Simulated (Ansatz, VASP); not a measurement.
Given: the input of a run of Ansatz 0.2.0 on InAs. 

File input.yaml:

```yaml
crystal:
  lattice:
    - [0.0, 3.018, 3.018]
    - [3.018, 0.0, 3.018]
    - [3.018, 3.018, 0.0]
  atoms:
    - { symbol: In, position: [0.0, 0.0, 0.0] }
    - { symbol: As, position: [0.75, 0.75, 0.75] }
kpoints:
  mp_grid: { grid: [8, 8, 8] }
scf:
  occupations: { method: gaussian, width: 0.024 }
hamiltonian:
  xc: pbe
  pseudopotentials: { kind: all_electron, lapw: { basis_error: 0.001 } }
output:
  forces: true
  stress: true
  eigenvalues: true
```

Potentials or basis: all-electron LAPW, scalar-relativistic.

Command:

```console
$ ansatz run input.yaml --threads 1 --pin off --max-ram 3072MiB --backend cpu --events-out ev --progress --plain --runs-dir out
```

Set up the same calculation for VASP 6.6.1. Potentials or basis there: PBE PAW files As, In_d, 520 eV.

As run (cutoffs and basis follow the program's own potentials, and thresholds, step limits or extra output files can differ):

INCAR

```
  PREC = Accurate
  ENCUT = 520
  EDIFF = 1E-6
  ISMEAR = 0
  SIGMA = 0.024
  LREAL = False
  LASPH = True
  NELM = 100
  ALGO = Normal
  ISIF = 2
  LWAVE = False
  LCHARG = False
  GGA = PE
```

KPOINTS

```
regular mesh
0
Gamma
  8 8 8
```

File POSCAR:

```
InAs
1.0
    0.0000000000      3.0180000000      3.0180000000
    3.0180000000      0.0000000000      3.0180000000
    3.0180000000      3.0180000000      0.0000000000
In As
1 1
Direct
    0.0000000000      0.0000000000      0.0000000000
    0.7500000000      0.7500000000      0.7500000000
```

Potentials or basis: VASP PAW PBE potentials, release 64 (In_d, As).

Run with:

```sh
$ cat potpaw_PBE.64/In_d/POTCAR potpaw_PBE.64/As/POTCAR > POTCAR
$ mpirun -np 1 vasp_std > vasp.out
```

Both were run:

|  | Ansatz | VASP |
| --- | --- | --- |
| Pressure | 4.3 GPa | 4.4 GPa |

Where Ansatz's input types no cutoff or centring, it takes its own default and a Γ-centred mesh.

Pressure is positive in compression.
